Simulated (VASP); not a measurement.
Here is a VASP 6.6.1 calculation.

File INCAR:

```
SYSTEM = Mg3Sb2
ALGO = Normal
EDIFF = 1E-7
EDIFFG = -0.01
ENCUT = 600
GGA = PS
IBRION = 2
ISIF = 4
ISMEAR = 0
LASPH = .True.
LCHARG = .False.
LREAL = .False.
LWAVE = .False.
NELM = 80
NSW = 40
PREC = Accurate
SIGMA = 0.03
```

KPOINTS

```
k-points
0
Gamma
  9 9 5
  0 0 0
```

File POSCAR:

```
Mg3Sb2                                  
1.0
    4.5240800965     -0.0000000000      0.0000000000
   -2.2620400483      3.9179682924     -0.0000000000
    0.0000000000      0.0000000000      7.1377774861
  Mg              Sb            
     3     2
Direct
     0.3333333332999970    0.6666666667000030    0.6325098387269918
     0.6666666667000030    0.3333333332999970    0.3674901612730081
     1.0000000000000000    0.0000000000000000    0.0000000000000000
     0.3333333332999970    0.6666666667000030    0.2237411491358341
     0.6666666667000030    0.3333333332999970    0.7762588508641659
```

Potentials or basis: VASP PAW PBE potentials, release 64 (Mg, Sb).

Command:

```bash
$ cat potpaw_PBE.64/Mg/POTCAR potpaw_PBE.64/Sb/POTCAR > POTCAR
$ mpirun -np 1 vasp_std > vasp.out
```

Q: Estimate the energy gained by relaxing.

A: 0.1 meV/atom.

Q: What does it give for the band gap on the k mesh?

A: 0.15 eV, indirect (least direct gap 1.17 eV).

The path:
```
step  energy change (eV)  largest force (eV/Å)  pressure (GPa)
   1              0.0000                0.0418            1.00
   2             -0.0002                0.0295            0.98
   3             -0.0003                0.0049            0.95
```

Caveat: the PAW data sets were made with another functional, which shifts forces and pressure a little; spin-orbit coupling is left out, which moves the levels of the heavy elements; an odd mesh through Γ misses points on the zone boundary, where band edges often lie.
